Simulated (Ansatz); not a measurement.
# Two self-consistent states of Gd

Aim: solve Gd (a distorted cell) from each of its saved states, at one geometry and mesh, and see which is lowest and how they differ.

Method: DFT, PBE, with U = 3.29 eV and J = 0.91 eV on Gd f, plane waves, PAW, in Ansatz 0.2.0.

**1. Geometry**

Cell: a = 6.428 Å, b = 3.703 Å, c = 6.985 Å, α = 105.33°, β = 62.54°, γ = 89.66°. Nearest neighbours (Å): Gd1: 12 Gd at 3.43 to 3.88; Gd2: 12 Gd at 3.46 to 3.88; Gd3: 12 Gd at 3.43 to 3.88; Gd4: 12 Gd at 3.46 to 3.88.

Coordinates:

```cif
data_structure
_symmetry_space_group_name_H-M 'P 1'
_symmetry_Int_Tables_number 1
_cell_length_a 6.4278
_cell_length_b 3.7034
_cell_length_c 6.9850
_cell_angle_alpha 105.332
_cell_angle_beta 62.542
_cell_angle_gamma 89.661
_cell_volume 140.70
loop_
_atom_site_label
_atom_site_type_symbol
_atom_site_fract_x
_atom_site_fract_y
_atom_site_fract_z
_atom_site_occupancy
Gd1 Gd 0.03386 0.62418 0.25663 1
Gd2 Gd 0.53346 0.13066 0.26440 1
Gd3 Gd 0.49090 0.89993 0.73552 1
Gd4 Gd 0.97774 0.40234 0.73566 1
```

The states: A, Gd1 up, Gd2 up, Gd3 up, Gd4 up (collinear spin); B, Gd1 up, Gd2 down, Gd3 down, Gd4 up (collinear spin). Each run reads its own saved solution as saved_state.

**2. State A: the run**

Contents of input.yaml:

```yaml
crystal:
  lattice:
    - [5.557087, 3.230317, 0.009671]
    - [-1.842202, 3.212718, -0.004466]
    - [3.710933, 0.007082, 5.917645]
  atoms:
    - { symbol: Gd, position: [0.033857, 0.624184, 0.256631], spin: 7.0 }
    - { symbol: Gd, position: [0.533458, 0.130662, 0.2644], spin: 7.0 }
    - { symbol: Gd, position: [0.490903, 0.899928, 0.735515], spin: 7.0 }
    - { symbol: Gd, position: [0.977738, 0.402343, 0.735664], spin: 7.0 }
kpoints:
  mp_grid: { grid: [3, 5, 3], shift: [0.0, 0.0, 0.0] }
magnetization:
  spin_polarized: true
scf:
  occupations: { method: fermi_dirac }
  lower_state_search: "off"
  max_iter: 200
hamiltonian:
  pseudopotentials: { kind: paw }
  xc: pbe
  hubbard:
    projectors: all-electron-ortho-atomic
    sites: [{ species: Gd, l: f, u: 3.29, j: 0.91 }]
basis:
  ecutwfc: 420
  fft_grid_basis: typed
output:
  forces: true
  stress: true
  eigenvalues: true
  bader: true
  populations: true
  elf: true
  write_potential: true
  volumetric_format: npy
  dos:
    e_range: [-12, 8]
    de: 0.05
    projected: { site_lists: { Gd: [Gd] } }
checkpoint:
  read: saved_state
```

The program printed (excerpt; [...] marks lines left out):

```text
Warning: checkpoint.read: basis.xc_grid differs: saved 1, current 2 (points along each axis for each point of the dense box; where the key is left out runs that use forces, runs that use the stress, dielectric runs by a finite field, finite-displacement phonons, runs of [...]
Warning: RAYON_NUM_THREADS=1 ignored (pool sized by the plan → 1); use --threads N
Gd: projections on atomic orbitals take those of the free atom [Kr 4d10] 4f7 5s2 5p6 5d1 6s2, of charge +0.00 (hamiltonian.pseudopotentials.projection_atoms); the dataset's partial waves leave at most 2.5e-4 of an orbital's norm unspanned inside its sphere
[...]
Pseudopotentials: kind: paw
Pseudopotential: Gd, paw, valence charge 18, recommended cutoff 420 eV (normal), Gd.paw.azcp
Functional definition: PBE
[...]
Crystal: 4 atoms, lattice volume = 140.696 Å³
Basis set: ecut = 420 eV, 2763 PW (Γ), exchange–correlation on 90×50×96 points (8 copies of the dense FFT grid, shifted against one another)
Bands: 60, of which v1, the nominal top of the filled ones, is band 36 counted from 1 (35 counted from 0)
Symmetry: 1 space group operations
Space group: P1 (ITA 1), of the structure as read, at distance tolerance 5.2e-5 Å
Magnetic group: BNS 1.1 (UNI 1), of the structure as read, at distance tolerance 5.2e-5 Å
k-points: 23 of 45 (time reversal used)
[...]
Starting moments: Σ|m| = 28 μB on 4 of 4 sites; this step starts from the density that it was given
[...]
Free energy (F): -37328.603599 eV
[...]
E sigma→0 (E₀):  -37328.528553 eV
Entropy (-TS):   -0.150093 eV (-37.523 meV/atom)
Fermi energy:    11.490570 eV
[...]
--- DFT+U+J on-site energies (Liechtenstein; fll double counting; per corrected site; eV) ---
  site 0 (l=f): U=3.2900  J=0.9100  Tr N=7.0161  E_int=50.386629  E_dc=50.357865  E_U=0.028764
  site 1 (l=f): U=3.2900  J=0.9100  Tr N=7.0158  E_int=50.379498  E_dc=50.351096  E_U=0.028403
  site 2 (l=f): U=3.2900  J=0.9100  Tr N=7.0162  E_int=50.390588  E_dc=50.361463  E_U=0.029125
  site 3 (l=f): U=3.2900  J=0.9100  Tr N=7.0156  E_int=50.374188  E_dc=50.346128  E_U=0.028060
--- Forces (eV/Å), atoms counted from 1 ---
  atom   1  Gd     0.09753506     0.21008325    -0.29838886
  atom   2  Gd     0.00901785     0.12849590    -0.33802225
  atom   3  Gd    -0.19325393    -0.23715198     0.34772172
  atom   4  Gd     0.08670050    -0.10141733     0.28869102
[...]
--- Stress (GPa, compression-positive) ---
       -0.989232      -0.035777      -0.167174
       -0.035777      -2.384565      -0.320811
       -0.167174      -0.320811      -0.614807
  P = ⅓ Tr σ = -1.3295 GPa (-13.295 kbar)
--- Band table (eV; the first three rows and the last of 46) ---
[...]
Occupation matrices written to <dir>
--- Löwdin populations: 4 sites ---
  site symbol       q [e]    m [muB]
     0     Gd     17.9481     7.7559
     1     Gd     17.9494     7.7546
     2     Gd     17.9554     7.7582
     3     Gd     17.9455     7.7564
  spilling = 0.002800 (of n_electrons = 72.000000)
--- Bader charges: 4 sites ---
  site symbol  charge [e]  shift [e]    m [muB]
     0     Gd     -0.0003     0.0000     7.7818
     1     Gd      0.0020     0.0000     7.7785
     2     Gd     -0.0363     0.0000     7.7937
     3     Gd      0.0345     0.0000     7.7674
  estimated error of the sums over rays = 5.2e-4 e
```

It took 94 s on 1 thread of an Arm CPU, shared host; peak memory 0.59 GiB.

**3. What state A looks like**

States per cell by energy window, from dos.tsv and pdos.tsv (tetrahedra; eV from the Fermi level):

```tsv
from	to	total	up	down	Gd s	Gd d	Gd f
-7.0	-6.0	28.00	28.00	0.00	0.00	0.01	27.97
-6.0	-5.0	0.00	0.00	0.00	0.00	0.00	0.00
-5.0	-4.0	0.16	0.16	0.00	0.15	0.01	0.00
-4.0	-3.0	0.64	0.47	0.17	0.54	0.08	0.00
-3.0	-2.0	1.84	1.37	0.47	1.02	0.78	0.00
-2.0	-1.0	3.74	2.26	1.48	0.94	2.70	0.01
-1.0	0.0	5.43	3.27	2.16	0.47	4.68	0.06
0.0	1.0	9.33	3.42	5.91	0.37	6.00	2.54
```

The bands computed are complete only to about 2.1 eV above the Fermi level.

Gathered by element (positive charge: electrons given up): Löwdin charges also hold the electrons that the projection spills.

```tsv
element	atoms	Bader charge (e)	Bader volume (Å³)	Löwdin charge (e)	Bader moment, size (μB)
Gd	4	-0.04 to +0.03	34.9 to 35.4	+0.04 to +0.05	7.77 to 7.79
```

The Löwdin projection spills 0.3 % of the electrons and depends on the orbitals chosen; where it disagrees with Bader's partition, neither is an observable.

Eigenvalues of the corrected shells' occupation matrices:

```tsv
atom	shell	spin	eigenvalues
Gd1	f	up	1.00 1.00 1.00 1.00 1.00 1.00 1.00
Gd1	f	down	0.00 0.00 0.00 0.00 0.00 0.00 0.01
Gd2	f	up	1.00 1.00 1.00 1.00 1.00 1.00 1.00
Gd2	f	down	0.00 0.00 0.00 0.00 0.00 0.00 0.01
Gd3	f	up	1.00 1.00 1.00 1.00 1.00 1.00 1.00
Gd3	f	down	0.00 0.00 0.00 0.00 0.00 0.00 0.01
Gd4	f	up	1.00 1.00 1.00 1.00 1.00 1.00 1.00
Gd4	f	down	0.00 0.00 0.00 0.00 0.00 0.00 0.01
```

The main site moments: Gd1 up, Gd2 up, Gd3 up, Gd4 up.

**4. State B: the run**

Changes to input.yaml since step 2:

```diff
@@ -6,6 +6,6 @@
   atoms:
-    - { symbol: Gd, position: [0.033857, 0.624184, 0.256631], spin: 7.0 }
-    - { symbol: Gd, position: [0.533458, 0.130662, 0.2644], spin: 7.0 }
-    - { symbol: Gd, position: [0.490903, 0.899928, 0.735515], spin: 7.0 }
-    - { symbol: Gd, position: [0.977738, 0.402343, 0.735664], spin: 7.0 }
+    - { symbol: Gd, position: [0.033857, 0.624184, 0.256631] }
+    - { symbol: Gd, position: [0.533458, 0.130662, 0.2644] }
+    - { symbol: Gd, position: [0.490903, 0.899928, 0.735515] }
+    - { symbol: Gd, position: [0.977738, 0.402343, 0.735664] }
 kpoints:
```

The program printed (excerpt; [...] marks lines left out):

```text
Warning: checkpoint.read: basis.xc_grid differs: saved 1, current 2 (points along each axis for each point of the dense box; where the key is left out runs that use forces, runs that use the stress, dielectric runs by a finite field, finite-displacement phonons, runs of [...]
Warning: RAYON_NUM_THREADS=1 ignored (pool sized by the plan → 1); use --threads N
Gd: projections on atomic orbitals take those of the free atom [Kr 4d10] 4f7 5s2 5p6 5d1 6s2, of charge +0.00 (hamiltonian.pseudopotentials.projection_atoms); the dataset's partial waves leave at most 2.5e-4 of an orbital's norm unspanned inside its sphere
band count auto-derived: 59, from the close of a first SCF at 54 (N_el = 72.0; filled up to band 36; 44 by the electrons, moments and atoms)
[...]
[... 3 set-up lines as earlier in the session ...]
[...]
Crystal: 4 atoms, lattice volume = 140.696 Å³
[...]
--- Forces (eV/Å), atoms counted from 1 ---
  atom   1  Gd     0.15861176     0.23526214    -0.29246817
  atom   2  Gd     0.06727309     0.16170804    -0.29432245
  atom   3  Gd    -0.26688727    -0.27116532     0.32635711
  atom   4  Gd     0.04098892    -0.12580672     0.26044021
[...]
--- Stress (GPa, compression-positive) ---
       -0.519589       0.377268      -0.615954
        0.377269      -2.106023      -0.554147
       -0.615954      -0.554147      -1.868243
  P = ⅓ Tr σ = -1.4980 GPa (-14.980 kbar)
--- Band table (eV; the first three rows and the last of 46) ---
[...]
Occupation matrices written to <dir>
--- Löwdin populations: 4 sites ---
  site symbol       q [e]    m [muB]
     0     Gd     17.9549     7.6054
     1     Gd     17.9541    -7.6147
     2     Gd     17.9602    -7.6078
     3     Gd     17.9530     7.6121
  spilling = 0.002470 (of n_electrons = 72.000000)
--- Bader charges: 4 sites ---
  site symbol  charge [e]  shift [e]    m [muB]
     0     Gd      0.0052     0.0000     7.5244
     1     Gd      0.0026     0.0000    -7.5362
     2     Gd     -0.0362     0.0000    -7.5261
     3     Gd      0.0284     0.0000     7.5332
  estimated error of the sums over rays = 5.0e-4 e
```

It took 1.7 min on 1 thread of an Arm CPU, shared host; peak memory 0.6 GiB.

**5. State B: levels and charges**

Counts of states in windows (eV from the Fermi level; tetrahedra), total and projected:

```tsv
from	to	total	up	down	Gd s	Gd d	Gd f
-7.0	-6.0	28.00	14.00	14.00	0.00	0.01	28.00
-6.0	-5.0	0.00	0.00	0.00	0.00	0.00	0.00
-5.0	-4.0	0.04	0.02	0.02	0.04	0.00	0.00
-4.0	-3.0	0.76	0.38	0.38	0.67	0.07	0.00
-3.0	-2.0	1.56	0.78	0.78	0.95	0.56	0.00
-2.0	-1.0	3.85	1.93	1.93	1.07	2.68	0.02
-1.0	0.0	5.50	2.75	2.75	0.35	4.85	0.10
0.0	1.0	7.00	3.49	3.51	0.32	5.09	1.19
1.0	2.0	32.92	16.49	16.45	0.37	6.03	25.96
```

The bands computed are complete only to about 2.2 eV above the Fermi level.

Gathered by element (positive charge: electrons given up): Löwdin charges also hold the electrons that the projection spills.

```tsv
element	atoms	Bader charge (e)	Bader volume (Å³)	Löwdin charge (e)	Bader moment, size (μB)
Gd	4	-0.04 to +0.03	35.0 to 35.4	+0.04 to +0.05	7.52 to 7.54
```

Löwdin charges rest on a small set of atomic orbitals that misses 0.2 % of the electrons, so they need not add up to the cell's charge and can differ from Bader's even in sign.

Eigenvalues of the corrected shells' occupation matrices:

```tsv
atom	shell	spin	eigenvalues
Gd1	f	up	1.00 1.00 1.00 1.00 1.00 1.00 1.00
Gd1	f	down	0.00 0.00 0.00 0.00 0.01 0.01 0.01
Gd2	f	up	0.00 0.00 0.00 0.00 0.01 0.01 0.01
Gd2	f	down	1.00 1.00 1.00 1.00 1.00 1.00 1.00
Gd3	f	up	0.00 0.00 0.00 0.00 0.01 0.01 0.01
Gd3	f	down	1.00 1.00 1.00 1.00 1.00 1.00 1.00
Gd4	f	up	1.00 1.00 1.00 1.00 1.00 1.00 1.00
Gd4	f	down	0.00 0.00 0.00 0.00 0.01 0.01 0.01
```

The main site moments: Gd1 up, Gd2 down, Gd3 down, Gd4 up.

**6. Comparison**

```tsv
state	free energy (meV/atom)	largest site moment (μB)	size of the net moment (μB/cell)	gap (eV)	pressure (GPa)	largest force (eV/Å)	SCF cycles
A	0.0	7.42	31.12	metal	-1.3	0.46	9
B	26.4	7.33	0.00	metal	-1.5	0.50	9
```

**Reading.** State A wins by 26.4 meV per atom over B. Every run converged, so convergence alone does not show that a state is the lowest.

Limits of this run: the k mesh is coarse for a cell without a gap.
